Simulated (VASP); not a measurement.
## From an Ansatz input to VASP: MoS2 (CdCl2 (3R octahedral) bulk)

Ansatz input

```yaml
crystal:
  lattice:
    - [1.5965300378, 0.9217570471, 6.077231416]
    - [-1.5965300378, 0.9217570471, 6.077231416]
    - [0.0, -1.8435140942, 6.077231416]
  atoms:
    - { symbol: Mo, position: [0.0, 0.0, 0.0] }
    - { symbol: S, position: [0.2474267338, 0.2474267338, 0.2474267338] }
    - { symbol: S, position: [0.7525732662, 0.7525732662, 0.7525732662] }
kpoints:
  mp_grid: { grid: [10, 10, 10] }
  band_path:
    path:
      - [[0.0, 0.0, 0.0], [0.5, 0.0, 0.0], [0.5, 0.1820033032, -0.1820033032]]
      - [[0.8179966968, 0.5, 0.1820033032], [0.5, 0.5, 0.5], [0.0, 0.0, 0.0], [0.3410016516, 0.0, -0.3410016516]]
      - [[0.6589983484, 0.3410016516, 0.0], [0.5, 0.5, 0.0], [0.6589983484, 0.6589983484, 0.1820033032], [0.5, 0.5, 0.5]]
      - [[0.5, 0.0, 0.0], [0.8179966968, 0.3410016516, 0.3410016516]]
    npoints: 10
hamiltonian:
  xc: pbe
scf:
  occupations: { method: fermi_dirac, width: 0.02 }
  n_extra_bands: 4
output:
  forces: true
  stress: true
  eigenvalues: true
```

Problem. Translate this input to VASP.

Solution. 

INCAR

```
NBANDS = 20
PREC = Accurate
LASPH = .TRUE.
LREAL = .FALSE.
LCHARG = .FALSE.
ENCUT = 520
ISIF = 2
NELM = 120
LWAVE = .FALSE.
SIGMA = 0.02
GGA = PE
NSW = 0
ISMEAR = -1
IBRION = -1
EDIFF = 1E-7
```

KPOINTS

```
KPOINTS created by Atomic Simulation Environment
0
Gamma
10 10 10
0 0 0
```

KPOINTS_OPT

```
special points
11
Reciprocal
0.0000000000 0.0000000000 0.0000000000 1
0.5000000000 0.0000000000 0.0000000000 1
0.5000000000 0.1820033032 -0.1820033032 1
0.8179966968 0.5000000000 0.1820033032 1
0.5000000000 0.5000000000 0.5000000000 1
0.3410016516 0.0000000000 -0.3410016516 1
0.6589983484 0.3410016516 0.0000000000 1
0.5000000000 0.5000000000 0.0000000000 1
0.6589983484 0.6589983484 0.1820033032 1
0.8179966968 0.3410016516 0.3410016516 1
0.5000000000 0.1638029729 -0.1638029729 1
```

POSCAR

```
Mo S
 1.0000000000000000
     1.5965300377901750    0.9217570470874814    6.0772314159573835
    -1.5965300377901750    0.9217570470874814    6.0772314159573835
    -0.0000000000000000   -1.8435140941749628    6.0772314159573835
 Mo  S
   1   2
Cartesian
  0.0000000000000000  0.0000000000000000 -0.0000000000000000
 -0.0000000000000000  0.0000000000000000  4.5110085587781157
 -0.0000000000000000  0.0000000000000001 13.7206856890940347
```

VASP ran with the recommended PBE PAW datasets (26 valence electrons in the cell). Other inputs would serve too.

```tsv
	Ansatz	VASP
gap between bands v and c	-0.71 eV (bands overlap: a metal)	-0.71 eV (bands overlap: a metal)
least direct gap	0.00 eV	0.00 eV
pressure	2.2 GPa	2.1 GPa
largest force	0.16 eV/Å	0.15 eV/Å
```

The two codes use different PAW datasets and cutoffs. VASP's cell holds 26 valence electrons and Ansatz's 26. Ansatz's stress includes a Pulay correction; VASP's doesn't. Ansatz solved a whole band path, VASP its corner points and band edges.
